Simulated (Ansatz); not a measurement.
Runs of Ansatz 0.2.0 on Si2Mo. Symmetry: P6_222, No. 180, hexagonal system. The conventional cell has a = 4.585 Å, b = 4.585 Å, c = 6.580 Å, α = 90.00°, β = 90.00°, γ = 120.00°. Mo (site symmetry 222) is surrounded by 10 Si at 2.57 to 2.67 Å. Si (site symmetry 2) is surrounded by 5 Si at 2.55 to 2.67 Å and 5 Mo at 2.57 to 2.67 Å. Measurements of this composition are mostly on another form, of space group No. 139.

| task | level | U | cell | k mesh | cutoff (eV) | points for each segment of the path | hubbard projectors | double counting | gap on the mesh (eV) | pressure (GPa) | relaxed volume (Å³/atom) | largest force (eV/Å) |
| --- | --- | --- | --- | --- | --- | --- | --- | --- | --- | --- | --- | --- |
| band structure | PBEsol | - | as given | 7 × 7 × 4 | 420 | 10 | - | - | 0.26 | -1.5 | - | 0.04 |
| relaxation of cell and atoms | r2SCAN | - | relaxed | 7 × 7 × 4 | 500 | - | - | - | 0.37 | 0.0 | 13.30 | - |
| relaxation of cell and atoms | LDA | - | relaxed | 5 × 5 × 3 | 420 | - | - | - | 0.62 | 0.0 | 13.01 | - |
| relaxation of cell and atoms | PBEsol+U | Mo d U = 8 eV | relaxed | 5 × 5 × 3 | 420 | - | ortho-atomic (the default) | fll (the default) | 1.52 | 0.0 | 13.15 | - |
| relaxation of cell and atoms | BLYP+D4 | - | relaxed | 7 × 7 × 4 | 420 | - | - | - | 0.27 | 0.0 | 13.31 | - |
| band structure | r2SCAN | - | as given | 7 × 7 × 4 | 500 | 10 | - | - | 0.37 | (a) | - | - |
| relaxation of cell and atoms | LDA | - | relaxed | 7 × 7 × 4 | 420 | - | - | - | 0.24 | 0.0 | 13.01 | - |
| relaxation of cell and atoms | PBEsol | - | relaxed | 7 × 7 × 4 | 420 | - | - | - | 0.26 | 0.0 | 13.22 | - |
| band structure | LDA | - | as given | 7 × 7 × 4 | 420 | 10 | - | - | 0.24 | (b) | - | 0.05 |

Alike in all rows: potentials or basis Ansatz PAW; no spin polarisation; smearing fermi-dirac 0.05 eV.

Question: Estimate the missing entries.

Answer: (a) -0.2; (b) -4.9.

Caveats: the PAW data sets come from PBE, with cores solved anew for the run's functional, which leaves a small shift of forces and pressure; odd divisions of the mesh miss points on the zone boundary, where band edges often lie, so the gap on the mesh can be too wide (some runs); the plane-wave basis is chosen anew once the cell has moved, so the energies of steps on either side of that aren't comparable (some runs); the k mesh misses the band edges, so the gap on the mesh is wider than the one along the path (some runs); the U is typed as a test and isn't derived for this compound (some runs); the potentials were made for another functional, which shifts forces and pressure (some runs).

A k mesh can miss the band edges, and the runs leave out spin-orbit coupling on Mo.

Not every run made on this cell is shown here.
